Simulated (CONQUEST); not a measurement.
# Nb: equation of state with PBE

**The experiment to reproduce.**

From “Pressure effects on the electronic structure and superconductivity of (TaNb)0.67(HfZrTi)0.33 high entropy alloy”, 2019, arxiv:1910.08312, for a bulk crystal of Nb: bulk modulus 169 GPa.

Nb:

```
Nb
1.0
     3.32790    0.00000    0.00000
     0.00000    3.32790    0.00000
     0.00000    0.00000    3.32790
Nb
2
Cartesian
  0.0000 0.0000 0.0000
  1.6640 1.6640 1.6640
```

* Program: CONQUEST 1.3
* Task: equation of state
* Functional: PBE
* Potentials or basis: PseudoDojo NC PBE, DZP, grid of 32 × 32 × 32 points
* k mesh: 8 × 8 × 8
* Occupations: fermi-dirac, width 0.05 eV
* Spin: no spin polarisation
* Solver: diagonalisation
* SCF tolerance: 1e-06

The equilibrium volume is 18.26 Å³/atom and the bulk modulus is 171 GPa. The pressure derivative of the bulk modulus is 3.6 (rough: it moves with the points fitted).

Energy against volume, from the lowest point:
```
volume (Å³/atom)  energy (meV/atom)
          17.322              26.86
          17.691               9.27
          18.060               0.00
          18.428               0.39
          18.797               7.65
          19.165              21.21
          19.534              42.22
```

All runs of the series together: 6.4 min on 1 thread of AMD EPYC 9R45 96-Core Processor (Zen 5) (shared host).

Against the measured bulk modulus of Nb, 169 GPa (quoted in “Pressure effects on the electronic structure and superconductivity of (TaNb)0.67(HfZrTi)0.33 high entropy alloy”, 2019, arxiv:1910.08312), the calculated 171 GPa is off by +0.9 %. The fit is for a static lattice scaled at fixed shape and fixed fractional positions.

Caveat: the DZP basis gives volumes some 2 % larger than converged bases do, and moduli off by several per cent; the basis of atomic orbitals isn't converged, which shifts pressures, moduli and gaps.
